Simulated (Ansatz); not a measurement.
# Si: the cost of one run

Program: Ansatz 0.2.0. Level of theory: DFT PBE, scalar-relativistic, plane waves, PAW. These are calculated values, not measurements.

3 further runs of the same task are left out: 1 that didn't finish, 2 set aside as unsound or not needed.

### 1 The starting structure

It takes space group P6_3/mmc (No. 194, hexagonal). The conventional cell has a = 3.851 Å, b = 3.851 Å, c = 6.366 Å, α = 90.00°, β = 90.00°, γ = 120.00°. Si (site symmetry 3m) has 4 Si at 2.36 to 2.38 Å as nearest neighbours.

Coordinates:

```cif
data_structure
_symmetry_space_group_name_H-M 'P 1'
_symmetry_Int_Tables_number 1
_cell_length_a 3.8512
_cell_length_b 3.8512
_cell_length_c 6.3658
_cell_angle_alpha 90.000
_cell_angle_beta 90.000
_cell_angle_gamma 120.000
_cell_volume 81.77
loop_
_atom_site_label
_atom_site_type_symbol
_atom_site_fract_x
_atom_site_fract_y
_atom_site_fract_z
_atom_site_occupancy
Si1 Si 0.33333 0.66667 0.06295 1
Si2 Si 0.66667 0.33333 0.56295 1
Si3 Si 0.33333 0.66667 0.43705 1
Si4 Si 0.66667 0.33333 0.93705 1
```

It goes back to an entry of the Materials Project, which need not be the stable form.

This cell was relaxed beforehand with the same method: volume 20.44 Å³/atom, gap on the mesh 0.45 eV.

### 2 Dielectric function

The input, input.yaml:

```yaml
crystal:
  lattice:
    - [3.8512434487, 0.0, 0.0]
    - [-1.9256217244, 3.3352746627, 0.0]
    - [0.0, 0.0, 6.3658255622]
  atoms:
    - { symbol: Si, position: [0.3333333333, 0.6666666667, 0.0629474408] }
    - { symbol: Si, position: [0.6666666667, 0.3333333333, 0.5629474408] }
    - { symbol: Si, position: [0.3333333333, 0.6666666667, 0.4370525592] }
    - { symbol: Si, position: [0.6666666667, 0.3333333333, 0.9370525592] }
basis:
  ecutwfc: 420
kpoints:
  mp_grid: { grid: [12, 12, 6] }
hamiltonian:
  xc: pbe
scf:
  occupations: { method: gaussian, width: 0.01 }
  n_extra_bands: 16
output:
  eigenvalues: true
  optics: { e_range: [0, 14], sigma: 0.1, nscf_kmesh: { grid: [18, 18, 10] } }
checkpoint:
  read: start.run
  write: ck
  compress: false
  write_wavefunctions: false
  write_every: 100000
```

Command:

```
ansatz run input.yaml --threads 1 --pin off --max-ram 3072MiB --backend cpu --events-out ev --progress --plain --runs-dir out
```

What time and memory should one allow on 1 thread of Intel Xeon Platinum 8259CL at 2.50GHz (Skylake/Cascade Lake), shared host?

About 93 s, with a peak of 1.1 GiB.
